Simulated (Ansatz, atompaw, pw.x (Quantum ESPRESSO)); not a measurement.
**From atom to crystal: PAW (atompaw) potential for dysprosium**

dysprosium, PAW, made with atompaw 4.2.0.5 (PBE, scalar-relativistic). Core [Kr] 4d10, reference 4f10 5s2 5p6 5d0 6s2 6p0. Waves: 5s (bound); 6s (bound); 5p (bound); 6p (bound, empty); 5d (bound, empty); 5d channel at 0.65 Ry; 4f (bound); 4f channel at 0.25 Ry. Local part: troulliermartins scheme with l = 4 at 0 Ry, radius 1.95 bohr. Core correction: smooth core density matched at 2.95 bohr. Augmentation charge: besselshape compensation charge, radius 2.30 bohr; PAW radius 3.00 bohr; waves and projectors: bloechl.

Atomic tests: cutoffs needed: 50 Ry and 70 Ry (the cutoffs (Ry, on a coarse ladder) from which the occupation-weighted sum of valence levels, in a spherical-Bessel basis at the reference potential, stays within 10 and 1 mRy of its value at 400 Ry); ghost test: no extra level below or beside the all-electron valence levels (s, p, d, f tested) (spherical-Bessel basis up to 400 Ry, 20 bohr box); lowest eigenvalue of the overlap operator: 0.16 (s channel).

Crystal test: fcc Dy in pw.x 7.5, no spin, 11³ k-points, Fermi–Dirac smearing 0.01 Ry, cutoffs 85/850 Ry. The reference is all-electron LAPW (Ansatz 0.2.0) with the same functional, mesh and smearing; V0 and B0 come from Birch–Murnaghan fits to the pressures at five volumes. Errors are pseudo minus all-electron; Δ is the rms difference of the E(V) curves that follow from these fits, minima aligned, over ±6 % about the mean V0. Mesh and smearing are coarse, so the numbers serve the comparison and aren't converged zero-temperature values; the lattice is a test structure that the element need not adopt. Spin polarisation and strong correlation are left out, which matters for this element.

```tsv
V (Å³/atom)	P all-electron (GPa)	P pseudo (GPa)
33.036	0.88	1.35
33.906	0.42	0.90
34.775	0.00	0.44
35.644	-0.37	0.02
36.514	-0.72	-0.34
```

All-electron: a0 = 5.182 Å (V0 = 34.78 Å³/atom), B0 = 15.8 GPa.

Pseudopotential: mean pressure error (GPa): +0.43; a0 (Å): 5.228; a0 error (%): +0.88; B0 error (%): +2.1; Δ (meV/atom): 3.2. This is a poor potential for the solid.

Task: At the middle volume, how do free energy and pressure move when the wave cutoff is lowered (ecutrho held at 850 Ry)?

Result:

| cutoff (Ry) | shift of F (meV/atom) | shift of P (GPa) |
| --- | --- | --- |
| 38 | +738.4 | -12.58 |

Input at the middle volume:

```
&control
  calculation='scf', prefix='x', pseudo_dir='./', outdir='./tmp', tstress=.true., disk_io='none'
/
&system
  ibrav=0, nat=1, ntyp=1, ecutwfc=85, ecutrho=850, nbnd=18,
  occupations='smearing', smearing='fd', degauss=0.01
/
&electrons
  conv_thr=1e-09, mixing_beta=0.4, electron_maxstep=70
/
ATOMIC_SPECIES
Dy 1.0 Dy.UPF
CELL_PARAMETERS angstrom
  0.00000000 2.59067170 2.59067170
  2.59067170 0.00000000 2.59067170
  2.59067170 2.59067170 0.00000000
ATOMIC_POSITIONS crystal
Dy 0.0000 0.0000 0.0000
K_POINTS automatic
11 11 11 0 0 0
```

```bash
pw.x < Dy.scf.in > Dy.scf.out
```

Lines of the output:

```
Message from routine setup:
     using ibrav=0 with symmetry is DISCOURAGED, use correct ibrav instead
     lattice parameter (alat)  =       6.9235  a.u.
     unit-cell volume          =     234.6733 (a.u.)^3
     number of electrons       =        20.00
     number of Kohn-Sham states=           18
     kinetic-energy cutoff     =      85.0000  Ry
     charge density cutoff     =     850.0000  Ry
     scf convergence threshold =      1.0E-09
     Exchange-correlation= SLA PW PBX PBC
     number of k points=    56  Fermi-Dirac smearing, width (Ry)=  0.0100
     iteration #  1     ecut=    85.00 Ry     beta= 0.40
     total energy              =    -773.81685189 Ry
     estimated scf accuracy    <       3.20170705 Ry
     iteration #  2     ecut=    85.00 Ry     beta= 0.40
     total energy              =    -778.23066035 Ry
     estimated scf accuracy    <       9.38329531 Ry
     iteration #  3     ecut=    85.00 Ry     beta= 0.40
     total energy              =    -777.29716143 Ry
     estimated scf accuracy    <       4.03122779 Ry
     iteration #  4     ecut=    85.00 Ry     beta= 0.40
     total energy              =    -777.26921313 Ry
     estimated scf accuracy    <       0.92942944 Ry
     iteration #  5     ecut=    85.00 Ry     beta= 0.40
     total energy              =    -777.36340701 Ry
     estimated scf accuracy    <       0.00704590 Ry
     iteration #  6     ecut=    85.00 Ry     beta= 0.40
     total energy              =    -777.36070407 Ry
     estimated scf accuracy    <       0.00155541 Ry
     iteration #  7     ecut=    85.00 Ry     beta= 0.40
     total energy              =    -777.40143293 Ry
     estimated scf accuracy    <       0.60272649 Ry
     iteration #  8     ecut=    85.00 Ry     beta= 0.40
     total energy              =    -777.30865105 Ry
     estimated scf accuracy    <       0.52866397 Ry
     [... 10 iterations left out ...]
     iteration # 19     ecut=    85.00 Ry     beta= 0.40
     total energy              =    -777.35746393 Ry
     estimated scf accuracy    <       0.00001342 Ry
     iteration # 20     ecut=    85.00 Ry     beta= 0.40
     total energy              =    -777.35746345 Ry
     estimated scf accuracy    <       0.00000278 Ry
     iteration # 21     ecut=    85.00 Ry     beta= 0.40
     total energy              =    -777.35746415 Ry
     estimated scf accuracy    <       0.00000256 Ry
     iteration # 22     ecut=    85.00 Ry     beta= 0.40
     total energy              =    -777.35746394 Ry
     estimated scf accuracy    <       0.00000150 Ry
     iteration # 23     ecut=    85.00 Ry     beta= 0.40
     total energy              =    -777.35746403 Ry
     estimated scf accuracy    <       0.00000003 Ry
     iteration # 24     ecut=    85.00 Ry     beta= 0.40
     total energy              =    -777.35746403 Ry
     estimated scf accuracy    <       0.00000004 Ry
     iteration # 25     ecut=    85.00 Ry     beta= 0.40
     total energy              =    -777.35746403 Ry
     estimated scf accuracy    <       0.00000001 Ry
     iteration # 26     ecut=    85.00 Ry     beta= 0.40
     the Fermi energy is    10.3143 ev
!    total energy              =    -777.35746403 Ry
     estimated scf accuracy    <          1.2E-10 Ry
     smearing contrib. (-TS)   =      -0.08244581 Ry
     convergence has been achieved in  26 iterations
          total   stress  (Ry/bohr**3)                   (kbar)     P=        4.40
     Message from routine punch:
     Nothing written, as per user request (disk_io='none')
```

The 6 pw.x runs together took about 17 min on one core of a shared server CPU.
